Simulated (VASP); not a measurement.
## InP in VASP 6.6.1, single-point calculation

INCAR

```
NELM = 120
EDIFF = 1E-8
LWAVE = .FALSE.
ENCUT = 520
GGA = PE
ADDGRID = .TRUE.
NELECT = 17.9
IBRION = -1
SIGMA = 0.02
ISMEAR = -1
ISIF = 2
LREAL = .FALSE.
LASPH = .TRUE.
NBANDS = 16
LCHARG = .FALSE.
NSW = 0
PREC = Accurate
```

KPOINTS

```
KPOINTS created by Atomic Simulation Environment
0
Gamma
8 8 8
0 0 0
```

POSCAR

```
In P
 1.0000000000000000
     0.0000000000000000    3.0385613422000000    2.9537876370000000
     3.0385613422000000    0.0000000000000000    2.9537876370000000
     3.0385613422000000    3.0385613422000000    0.0000000000000000
 In  P
   1   1
Cartesian
  0.0000000000000000  0.0000000000000000  0.0000000000000000
  1.5192806711000000  1.5192806711000000  1.4768938185000000
```

The recommended PBE PAW datasets give the neutral cell 18 valence electrons.

Command

```
mpirun -np 1 vasp_std
```

Q: Predict the outcome of this run.

A: It converged. Results: pressure -4.6 GPa.

OSZICAR

```
N       E                     dE             d eps       ncg     rms          rms(c)
DAV:   1     0.111378040165E+03    0.11138E+03   -0.75337E+03  1888   0.112E+03
DAV:   2    -0.144058847624E+01   -0.11282E+03   -0.10792E+03  2080   0.296E+02
DAV:   3    -0.891303892622E+01   -0.74725E+01   -0.74186E+01  2488   0.746E+01
DAV:   4    -0.912099004082E+01   -0.20795E+00   -0.20787E+00  2456   0.136E+01
DAV:   5    -0.913075321582E+01   -0.97632E-02   -0.97630E-02  2808   0.248E+00    0.490E+00
DAV:   6    -0.883063929045E+01    0.30011E+00   -0.51719E-01  3024   0.116E+01    0.289E+00
DAV:   7    -0.881077712540E+01    0.19862E-01   -0.11995E-01  2704   0.263E+00    0.109E+00
DAV:   8    -0.881149005216E+01   -0.71293E-03   -0.12277E-02  2392   0.129E+00    0.228E-01
DAV:   9    -0.881207887948E+01   -0.58883E-03   -0.12341E-03  2552   0.397E-01    0.133E-01
DAV:  10    -0.881217296402E+01   -0.94085E-04   -0.14870E-04  2976   0.117E-01    0.786E-02
DAV:  11    -0.881224881004E+01   -0.75846E-04   -0.11715E-04  2368   0.768E-02    0.453E-02
DAV:  12    -0.881224784974E+01    0.96030E-06   -0.61832E-06  2224   0.221E-02    0.121E-02
DAV:  13    -0.881224832971E+01   -0.47997E-06   -0.13150E-06  2544   0.538E-03    0.925E-03
DAV:  14    -0.881224858849E+01   -0.25879E-06   -0.22819E-07  2512   0.436E-03    0.174E-03
DAV:  15    -0.881224861994E+01   -0.31447E-07   -0.13535E-08  2336   0.711E-04    0.137E-03
DAV:  16    -0.881224862058E+01   -0.63915E-09   -0.44524E-09  2072   0.449E-04
   1 F= -.88122486E+01 E0= -.88119478E+01  d E =-.601670E-03
```

The cell is charged and sits in a uniform background.

For comparison, a separate PBE run of the intended cell, on usual settings and not on those above, gives a gap of 0.19 eV on its mesh and a pressure of -1.7 GPa.
